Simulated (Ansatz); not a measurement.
Isolated molecules relaxed with PBE0-D4/def2-TZVP in Ansatz; ΔE leaves out vibrations. CBS: MP2 limit from def2 TZ/QZ plus the TZ coupled-cluster correction, frozen cores. Functionals use def2-TZVPP. Each species was taken in one conformer, which may not be the lowest.

Consider the substitution at a C–C bond: `CCCC(C)(C)CC` + `CC(=O)O` → `CCC(C)(C)OC(C)=O` + `CCC`.

```csv
level,ΔE (kJ/mol)
BLYP-D4,11.7
r2SCAN-D4,14.8
PBE0-D4,21.9
ωB97M-V,19.9
B2PLYP,14.6
PBE0,19.0
MP2/def2-SVP,22.5
CCSD(T)/def2-SVP,15.0
```

Question: What does CCSD(T)/CBS give? (Estimate.)

Answer: The calculation gave: +23.0 kJ/mol. The listed levels differ from it by -11.3, -8.2, -1.1, -3.1, -8.4, -4.0, -0.5, -8.0 kJ/mol.

Largest T1 diagnostic among the species: 0.015.

Leaving LDA and LC-ωPBE aside and taking each functional with its dispersion term where it has one, the values, not all of them listed here, spread over 12.4 kJ/mol, from BLYP-D4 to PBE-QIDH. LDA lies +4.7 kJ/mol from PBE without D4. From r2SCAN to r2SCAN0 (25 % exact exchange), in def2-TZVPP and without D4, ΔE moves by +3.7 kJ/mol.

CCSD(T)/CBS has its own doubt, a few kJ/mol and more with outer-core shells, so smaller differences from it don't rank the levels.
